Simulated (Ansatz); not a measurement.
# Zr: response to strain

Zr is deformed so: zz strain of +3 %. What stress and forces result, by LAPW, PAW and all-electron datasets made for the crystal?

Program: Ansatz 0.2.0. Level of theory: DFT PBE, scalar-relativistic. These are calculated values, not measurements.

## Step 1: The structure to begin with

Symmetry: Im-3m, No. 229, cubic system. Conventional cell: a = 3.620 Å, b = 3.620 Å, c = 3.620 Å, α = 90.00°, β = 90.00°, γ = 90.00°. Around Zr (site symmetry m-3m) lie 8 Zr at 3.14 Å.

As a file:

```
CELL_PARAMETERS angstrom
-1.81000 1.81000 1.81000
1.81000 -1.81000 1.81000
1.81000 1.81000 -1.81000
ATOMIC_POSITIONS crystal
Zr 0.00000 0.00000 0.00000
```

## Step 2: After the deformation

Space group Im-3m before, I4/mmm after.

## Step 3: All-electron LAPW

input.yaml

```yaml
crystal:
  lattice:
    - [-1.81, 1.81, 1.8643]
    - [1.81, -1.81, 1.8643]
    - [1.81, 1.81, -1.8643]
  atoms:
    - { symbol: Zr, position: [0.0, 0.0, 0.0] }
kpoints:
  mp_grid: { grid: [14, 14, 14] }
  band_path:
    path:
      - [0.0, 0.0, 0.0]
      - [0.0, 0.0, 0.5]
      - [0.25, 0.25, 0.25]
      - [0.0, 0.5, 0.0]
      - [0.0, 0.0, 0.0]
      - [0.5, 0.5, -0.5]
      - [0.4856489773, 0.5143510227, -0.4856489773]
      - [-0.4856489773, 0.4856489773, 0.4856489773]
      - [0.0, 0.0, 0.0]
    npoints: 5
scf:
  occupations: { method: fermi_dirac, width: 0.08 }
hamiltonian:
  xc: pbe
  pseudopotentials: { kind: all_electron, lapw: { basis_error: 0.0005 } }
output:
  forces: true
  stress: true
  eigenvalues: true
```

The run is started by

```sh
ansatz run input.yaml --threads 1 --pin off --max-ram 3072MiB --backend cpu --events-out ev --progress --plain --runs-dir out
```

## Step 4: Frozen-core PAW

input.yaml

```yaml
crystal:
  lattice:
    - [-1.81, 1.81, 1.8643]
    - [1.81, -1.81, 1.8643]
    - [1.81, 1.81, -1.8643]
  atoms:
    - { symbol: Zr, position: [0.0, 0.0, 0.0] }
kpoints:
  mp_grid: { grid: [14, 14, 14] }
scf:
  occupations: { method: fermi_dirac, width: 0.08 }
hamiltonian:
  xc: pbe
  pseudopotentials: { kind: paw }
output:
  forces: true
  stress: true
  eigenvalues: true
  efg: { contact_densities: true }
```

## Step 5: All-electron PAW on datasets made for the crystal

Edit input.yaml of step 4 so:

```diff
@@ -13,3 +13,3 @@
   xc: pbe
-  pseudopotentials: { kind: paw }
+  pseudopotentials: { kind: all_electron, datasets: crystal }
 output:
```

(Steps that only read results are left out.)

Q: Predict the outcome of this session. Wanted: pressure; largest shear or deviatoric stress.

The runs gave:

| quantity | value |
| --- | --- |
| pressure | LAPW -5.18, PAW -5.20, crystal datasets -5.18 GPa |
| largest shear or deviatoric stress (LAPW) | 0.25 GPa |

What this shows: The largest part of the stress beyond the pressure is 0.25 GPa in size, in the zz component. No run of the undeformed cell stands beside it, so the pressure holds what the given cell had before the change. PAW: stress within 0.02 GPa of LAPW. Crystal datasets: stress within 0.01 GPa of LAPW.
